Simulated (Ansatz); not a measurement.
Born–Oppenheimer molecular dynamics of a periodic cell of 17 atoms, Pd (surface Pd(111), adsorbate Pd). It goes on from the last frame of an earlier run, with new velocities.

Theory: Ansatz, DFT PBE, scalar-relativistic, plane waves, PAW. Settings: accuracy low, PAW set soft_1, cutoff 420 eV, k mesh 3x3x1, fermi-dirac smearing 0.1 eV, no spin polarisation.

```
ensemble        : NVT, Langevin thermostat
time step       : 3 fs
steps asked     : 300
set temperature : 600 K
friction        : 0.05 /fs
atoms held      : 1 to 4
seed            : 455744
```

Frames 6 fs apart, positions in Å, forces in eV/Å.

Velocities at 0 fs (Å/ps):

```
Pd 0.00 0.00 0.00
Pd 0.00 0.00 0.00
Pd 0.00 0.00 0.00
Pd 0.00 0.00 0.00
Pd 2.20 3.11 1.05
Pd -0.01 -0.88 0.37
Pd -1.72 3.17 -3.34
Pd 1.42 3.76 -2.73
Pd 3.18 -3.41 1.66
Pd 0.03 -3.00 0.63
Pd 1.69 -2.12 1.32
Pd 0.05 0.30 -1.19
Pd -1.70 5.94 1.17
Pd -0.78 3.27 -1.07
Pd 1.05 1.61 -0.83
Pd -0.48 -1.70 3.69
Pd -0.06 0.54 0.81
```

```xyz
17
Lattice="5.5013 0.0000 0.0000 2.7506 4.7643 0.0000 0.0000 0.0000 19.7377" Properties=species:S:1:pos:R:3:forces:R:3 time_fs=0 energy_less_start_eV=0.000 T=600
Pd 0.000 0.000 1.000 0.08 0.10 0.29
Pd 2.751 0.000 1.000 -0.17 0.03 0.24
Pd 1.375 2.382 1.000 -0.04 -0.07 0.32
Pd 4.126 2.382 1.000 -0.04 0.11 0.05
Pd 1.274 0.858 3.471 0.18 -0.26 -0.79
Pd 3.997 0.872 3.285 0.27 -0.39 0.56
Pd 2.663 3.239 3.334 -0.08 -0.10 0.08
Pd 5.425 3.186 3.342 -0.07 0.33 -0.07
Pd -0.077 1.540 5.698 -0.28 -0.16 -0.16
Pd 2.702 1.387 5.817 0.01 0.91 -0.59
Pd 1.266 3.882 5.714 0.37 -0.24 -0.46
Pd 4.046 3.884 5.650 -0.12 -0.42 0.14
Pd -0.014 -0.081 7.834 -0.15 0.09 0.42
Pd 2.778 -0.136 8.243 -0.27 -0.23 -0.29
Pd 1.295 2.190 7.940 -0.05 0.52 0.61
Pd 4.044 2.266 8.138 0.58 -0.10 -0.43
Pd 2.550 3.351 9.982 -0.23 -0.14 0.09
17
Lattice="5.5013 0.0000 0.0000 2.7506 4.7643 0.0000 0.0000 0.0000 19.7377" Properties=species:S:1:pos:R:3:forces:R:3 time_fs=6 energy_less_start_eV=0.036 T=493
Pd 0.000 0.000 1.000 0.09 0.13 0.25
Pd 2.751 0.000 1.000 -0.17 0.05 0.22
Pd 1.375 2.382 1.000 -0.04 -0.09 0.29
Pd 4.126 2.382 1.000 -0.04 0.10 0.08
Pd 1.286 0.872 3.475 0.15 -0.27 -0.86
Pd 4.003 0.868 3.291 0.29 -0.14 0.52
Pd 2.656 3.262 3.322 0.16 -0.26 0.16
Pd 5.442 3.202 3.331 -0.28 0.20 0.01
Pd -0.056 1.530 5.700 -0.45 0.02 -0.21
Pd 2.710 1.367 5.817 0.10 1.13 -0.54
Pd 1.275 3.876 5.716 0.39 -0.28 -0.50
Pd 4.053 3.892 5.644 -0.13 -0.66 0.17
Pd -0.026 -0.055 7.829 0.00 -0.11 0.54
Pd 2.780 -0.122 8.237 -0.35 -0.31 -0.25
Pd 1.305 2.208 7.942 -0.11 0.47 0.57
Pd 4.043 2.263 8.152 0.62 0.07 -0.49
Pd 2.550 3.355 9.983 -0.22 -0.07 0.05
17
Lattice="5.5013 0.0000 0.0000 2.7506 4.7643 0.0000 0.0000 0.0000 19.7377" Properties=species:S:1:pos:R:3:forces:R:3 time_fs=12 energy_less_start_eV=0.111 T=659
Pd 0.000 0.000 1.000 0.09 0.15 0.23
Pd 2.751 0.000 1.000 -0.17 0.07 0.23
Pd 1.375 2.382 1.000 -0.04 -0.10 0.26
Pd 4.126 2.382 1.000 -0.03 0.10 0.11
Pd 1.289 0.892 3.481 0.24 -0.37 -0.96
Pd 4.007 0.868 3.295 0.28 0.03 0.49
Pd 2.655 3.280 3.314 0.32 -0.33 0.21
Pd 5.459 3.216 3.330 -0.47 0.17 0.00
Pd -0.033 1.534 5.684 -0.61 0.08 -0.01
Pd 2.723 1.351 5.825 0.16 1.30 -0.53
Pd 1.289 3.871 5.721 0.38 -0.27 -0.59
Pd 4.063 3.907 5.641 -0.15 -0.85 0.18
Pd -0.041 -0.044 7.822 0.16 0.03 0.55
Pd 2.775 -0.115 8.240 -0.42 -0.35 -0.23
Pd 1.321 2.234 7.950 -0.40 0.21 0.41
Pd 4.027 2.263 8.162 0.84 0.11 -0.58
Pd 2.546 3.361 9.972 -0.20 0.02 0.24
17
Lattice="5.5013 0.0000 0.0000 2.7506 4.7643 0.0000 0.0000 0.0000 19.7377" Properties=species:S:1:pos:R:3:forces:R:3 time_fs=18 energy_less_start_eV=0.192 T=533
Pd 0.000 0.000 1.000 0.10 0.18 0.17
Pd 2.751 0.000 1.000 -0.17 0.08 0.23
Pd 1.375 2.382 1.000 -0.04 -0.11 0.23
Pd 4.126 2.382 1.000 -0.02 0.10 0.13
Pd 1.281 0.911 3.478 0.45 -0.48 -1.03
Pd 4.012 0.868 3.299 0.18 0.17 0.45
Pd 2.654 3.295 3.301 0.45 -0.43 0.29
Pd 5.472 3.228 3.331 -0.64 0.19 -0.01
Pd -0.021 1.541 5.659 -0.68 0.18 0.28
Pd 2.735 1.356 5.832 0.16 1.28 -0.58
Pd 1.308 3.872 5.724 0.21 -0.26 -0.70
Pd 4.063 3.926 5.636 -0.02 -0.97 0.16
Pd -0.058 -0.042 7.808 0.33 0.25 0.61
Pd 2.770 -0.119 8.236 -0.49 -0.33 -0.22
Pd 1.338 2.254 7.963 -0.76 -0.08 0.19
Pd 4.003 2.266 8.163 1.14 0.06 -0.65
Pd 2.544 3.359 9.962 -0.19 0.15 0.45
17
Lattice="5.5013 0.0000 0.0000 2.7506 4.7643 0.0000 0.0000 0.0000 19.7377" Properties=species:S:1:pos:R:3:forces:R:3 time_fs=24 energy_less_start_eV=0.257 T=562
Pd 0.000 0.000 1.000 0.10 0.20 0.14
Pd 2.751 0.000 1.000 -0.16 0.09 0.23
Pd 1.375 2.382 1.000 -0.05 -0.12 0.20
Pd 4.126 2.382 1.000 -0.01 0.09 0.14
Pd 1.274 0.924 3.477 0.61 -0.51 -1.11
Pd 4.019 0.863 3.304 0.14 0.30 0.38
Pd 2.664 3.297 3.287 0.47 -0.45 0.33
Pd 5.488 3.244 3.330 -0.77 0.11 -0.02
Pd -0.023 1.538 5.644 -0.60 0.40 0.46
Pd 2.748 1.362 5.834 0.02 1.28 -0.58
Pd 1.327 3.880 5.715 -0.04 -0.41 -0.74
Pd 4.053 3.944 5.613 0.19 -1.06 0.27
Pd -0.081 -0.042 7.799 0.55 0.33 0.70
Pd 2.768 -0.136 8.215 -0.62 -0.23 -0.19
Pd 1.341 2.267 7.982 -0.93 -0.33 -0.07
Pd 3.990 2.264 8.162 1.28 0.02 -0.73
Pd 2.560 3.342 9.959 -0.17 0.29 0.60
17
Lattice="5.5013 0.0000 0.0000 2.7506 4.7643 0.0000 0.0000 0.0000 19.7377" Properties=species:S:1:pos:R:3:forces:R:3 time_fs=30 energy_less_start_eV=0.305 T=771
Pd 0.000 0.000 1.000 0.09 0.21 0.16
Pd 2.751 0.000 1.000 -0.16 0.11 0.23
Pd 1.375 2.382 1.000 -0.05 -0.12 0.19
Pd 4.126 2.382 1.000 0.01 0.07 0.18
Pd 1.272 0.926 3.475 0.67 -0.49 -1.20
Pd 4.020 0.854 3.315 0.19 0.45 0.26
Pd 2.670 3.286 3.287 0.54 -0.41 0.24
Pd 5.508 3.262 3.331 -0.95 -0.09 -0.09
Pd -0.025 1.544 5.628 -0.53 0.51 0.60
Pd 2.762 1.377 5.833 -0.12 1.17 -0.55
Pd 1.342 3.883 5.698 -0.21 -0.44 -0.61
Pd 4.044 3.959 5.585 0.36 -1.06 0.49
Pd -0.108 -0.024 7.792 0.76 0.12 0.75
Pd 2.770 -0.146 8.202 -0.78 -0.22 -0.20
Pd 1.340 2.263 8.002 -0.94 -0.34 -0.22
Pd 3.985 2.251 8.163 1.30 0.13 -0.77
Pd 2.586 3.322 9.966 -0.18 0.41 0.55
17
Lattice="5.5013 0.0000 0.0000 2.7506 4.7643 0.0000 0.0000 0.0000 19.7377" Properties=species:S:1:pos:R:3:forces:R:3 time_fs=36 energy_less_start_eV=0.323 T=595
Pd 0.000 0.000 1.000 0.08 0.20 0.19
Pd 2.751 0.000 1.000 -0.16 0.10 0.21
Pd 1.375 2.382 1.000 -0.05 -0.12 0.21
Pd 4.126 2.382 1.000 0.02 0.06 0.25
Pd 1.270 0.921 3.466 0.65 -0.44 -1.20
Pd 4.009 0.832 3.324 0.37 0.71 0.17
Pd 2.681 3.276 3.296 0.56 -0.43 0.10
Pd 5.527 3.274 3.339 -1.16 -0.35 -0.21
Pd -0.022 1.549 5.615 -0.48 0.54 0.63
Pd 2.779 1.397 5.834 -0.27 1.01 -0.52
Pd 1.349 3.879 5.674 -0.24 -0.35 -0.32
Pd 4.037 3.968 5.571 0.50 -0.99 0.65
Pd -0.129 0.005 7.793 0.90 -0.26 0.72
Pd 2.772 -0.152 8.193 -0.92 -0.17 -0.21
Pd 1.326 2.260 8.020 -0.70 -0.26 -0.28
Pd 3.997 2.241 8.171 1.05 0.32 -0.72
Pd 2.604 3.307 9.985 -0.17 0.45 0.32
17
Lattice="5.5013 0.0000 0.0000 2.7506 4.7643 0.0000 0.0000 0.0000 19.7377" Properties=species:S:1:pos:R:3:forces:R:3 time_fs=42 energy_less_start_eV=0.350 T=571
Pd 0.000 0.000 1.000 0.07 0.21 0.19
Pd 2.751 0.000 1.000 -0.14 0.11 0.21
Pd 1.375 2.382 1.000 -0.04 -0.11 0.20
Pd 4.126 2.382 1.000 0.03 0.04 0.29
Pd 1.276 0.929 3.457 0.62 -0.50 -1.18
Pd 3.999 0.811 3.338 0.53 0.92 0.03
Pd 2.701 3.278 3.292 0.49 -0.48 0.05
Pd 5.539 3.277 3.340 -1.26 -0.49 -0.30
Pd -0.021 1.546 5.601 -0.46 0.53 0.72
Pd 2.791 1.404 5.833 -0.38 0.94 -0.43
Pd 1.347 3.870 5.653 -0.16 -0.27 -0.05
Pd 4.034 3.967 5.559 0.54 -0.91 0.77
Pd -0.144 0.034 7.801 0.97 -0.61 0.61
Pd 2.758 -0.155 8.190 -0.91 -0.07 -0.24
Pd 1.314 2.273 8.036 -0.46 -0.26 -0.34
Pd 4.016 2.232 8.177 0.70 0.51 -0.63
Pd 2.619 3.301 10.005 -0.13 0.44 0.10
17
Lattice="5.5013 0.0000 0.0000 2.7506 4.7643 0.0000 0.0000 0.0000 19.7377" Properties=species:S:1:pos:R:3:forces:R:3 time_fs=48 energy_less_start_eV=0.409 T=544
Pd 0.000 0.000 1.000 0.05 0.24 0.18
Pd 2.751 0.000 1.000 -0.11 0.12 0.23
Pd 1.375 2.382 1.000 -0.05 -0.11 0.18
Pd 4.126 2.382 1.000 0.05 0.00 0.34
Pd 1.294 0.940 3.442 0.46 -0.51 -1.11
Pd 3.996 0.792 3.370 0.69 1.23 -0.23
Pd 2.715 3.284 3.282 0.49 -0.54 0.06
Pd 5.546 3.290 3.342 -1.34 -0.74 -0.40
Pd -0.015 1.546 5.585 -0.48 0.54 0.83
Pd 2.786 1.399 5.834 -0.34 1.02 -0.33
Pd 1.349 3.873 5.632 -0.09 -0.31 0.23
Pd 4.031 3.969 5.547 0.53 -0.93 0.84
Pd -0.155 0.050 7.812 1.01 -0.82 0.48
Pd 2.737 -0.149 8.184 -0.85 -0.05 -0.25
Pd 1.307 2.286 8.060 -0.39 -0.28 -0.46
Pd 4.031 2.227 8.179 0.42 0.69 -0.55
Pd 2.624 3.297 10.023 -0.05 0.43 -0.02
17
Lattice="5.5013 0.0000 0.0000 2.7506 4.7643 0.0000 0.0000 0.0000 19.7377" Properties=species:S:1:pos:R:3:forces:R:3 time_fs=54 energy_less_start_eV=0.447 T=474
Pd 0.000 0.000 1.000 0.03 0.25 0.17
Pd 2.751 0.000 1.000 -0.09 0.13 0.24
Pd 1.375 2.382 1.000 -0.06 -0.09 0.15
Pd 4.126 2.382 1.000 0.06 -0.03 0.37
Pd 1.310 0.940 3.425 0.32 -0.50 -1.04
Pd 3.996 0.774 3.394 0.79 1.43 -0.47
Pd 2.720 3.282 3.275 0.50 -0.55 0.11
Pd 5.547 3.294 3.346 -1.36 -0.92 -0.48
Pd -0.003 1.544 5.569 -0.56 0.57 0.98
Pd 2.784 1.393 5.825 -0.35 1.17 -0.20
Pd 1.339 3.883 5.623 0.05 -0.45 0.41
Pd 4.023 3.973 5.545 0.52 -1.00 0.84
Pd -0.162 0.048 7.827 1.01 -0.80 0.38
Pd 2.721 -0.145 8.182 -0.77 0.03 -0.27
Pd 1.301 2.295 8.084 -0.36 -0.35 -0.62
Pd 4.040 2.235 8.165 0.22 0.71 -0.48
Pd 2.613 3.287 10.044 0.06 0.40 -0.10
17
Lattice="5.5013 0.0000 0.0000 2.7506 4.7643 0.0000 0.0000 0.0000 19.7377" Properties=species:S:1:pos:R:3:forces:R:3 time_fs=60 energy_less_start_eV=0.452 T=491
Pd 0.000 0.000 1.000 0.00 0.24 0.15
Pd 2.751 0.000 1.000 -0.06 0.12 0.22
Pd 1.375 2.382 1.000 -0.06 -0.06 0.12
Pd 4.126 2.382 1.000 0.07 -0.04 0.37
Pd 1.321 0.938 3.394 0.21 -0.44 -0.84
Pd 4.001 0.765 3.407 0.85 1.53 -0.61
Pd 2.733 3.279 3.273 0.39 -0.56 0.11
Pd 5.543 3.302 3.346 -1.28 -1.07 -0.46
Pd 0.008 1.536 5.557 -0.59 0.72 1.02
Pd 2.779 1.384 5.817 -0.35 1.31 -0.14
Pd 1.340 3.901 5.620 0.01 -0.67 0.48
Pd 4.011 3.980 5.546 0.65 -1.09 0.80
Pd -0.163 0.039 7.841 0.90 -0.68 0.38
Pd 2.699 -0.144 8.184 -0.63 0.12 -0.30
Pd 1.295 2.302 8.092 -0.36 -0.38 -0.67
Pd 4.038 2.251 8.145 0.15 0.60 -0.44
Pd 2.606 3.272 10.066 0.10 0.36 -0.20
17
Lattice="5.5013 0.0000 0.0000 2.7506 4.7643 0.0000 0.0000 0.0000 19.7377" Properties=species:S:1:pos:R:3:forces:R:3 time_fs=66 energy_less_start_eV=0.434 T=846
Pd 0.000 0.000 1.000 -0.03 0.24 0.12
Pd 2.751 0.000 1.000 -0.02 0.12 0.23
Pd 1.375 2.382 1.000 -0.06 -0.02 0.07
Pd 4.126 2.382 1.000 0.08 -0.06 0.38
Pd 1.328 0.934 3.360 0.15 -0.36 -0.61
Pd 4.012 0.770 3.429 0.78 1.52 -0.78
Pd 2.737 3.278 3.269 0.33 -0.54 0.19
Pd 5.536 3.317 3.351 -1.14 -1.18 -0.47
Pd 0.024 1.536 5.543 -0.66 0.81 1.11
Pd 2.774 1.381 5.823 -0.30 1.42 -0.14
Pd 1.338 3.920 5.628 0.05 -0.84 0.48
Pd 4.006 3.990 5.552 0.68 -1.20 0.71
Pd -0.151 0.013 7.857 0.67 -0.44 0.37
Pd 2.671 -0.148 8.188 -0.38 0.24 -0.31
Pd 1.286 2.307 8.088 -0.27 -0.36 -0.58
Pd 4.042 2.264 8.130 0.05 0.39 -0.39
Pd 2.603 3.272 10.092 0.10 0.25 -0.38
```

Of the whole run (900 fs, mean temperature of the second half 575 K): A run of 0.9 ps of so small a system gives no equilibrium averages. Limits of this set-up: coarse k mesh, thin slab, slab without dipole correction, a typed lattice constant that wasn't relaxed here, low accuracy level.

The run took 22 min on 4 threads of AMD EPYC 9R45 96-Core Processor (Zen 5) (shared host), peak memory 2.3 GiB.
